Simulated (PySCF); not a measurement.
These 3 structures share the formula C6H6O. Method: PBE0-D3(BJ)/def2-SVP geometry optimisation, gas phase in PySCF 2.14.0. Energies are electronic, without zero-point or thermal terms, for one conformer each. No frequencies were run at this level. Point groups hold within 0.08 Å.

Task: Order them by energy at this level, lowest first, and give relative energies in kJ/mol.
A. `[CH2:1]=[CH:2][c:3]1[cH:4][cH:5][cH:6][o:7]1` with C1–C2–C3–C4 180° (vinylfuran)
B. `C=C(C)C#CC=O`
C. `[OH:1][c:2]1[cH:3][cH:4][cH:5][cH:6][cH:7]1` with H–O1–C2–C3 180°

Result: C (0.0), A (118.2), B (292.7).

As drawn, the lowest has an aromatic ring and an O–H bond, which the highest lacks; the highest has a C=O bond, a C≡C bond and a C=C bond outside aromatic rings, which the lowest lacks.

```
      SMILES      E (Eh)  E rel (kJ/mol)  dipole (D)  point group      A, B, C (MHz)
   Oc1ccccc1  -306.90471             0.0        1.36           Cs   5663, 2629, 1796
  C=Cc1ccco1  -306.85968           118.2        0.70           Cs   7893, 2115, 1668
C=C(C)C#CC=O  -306.79322           292.7        3.74           Cs  7918, 1119, 986.6
```
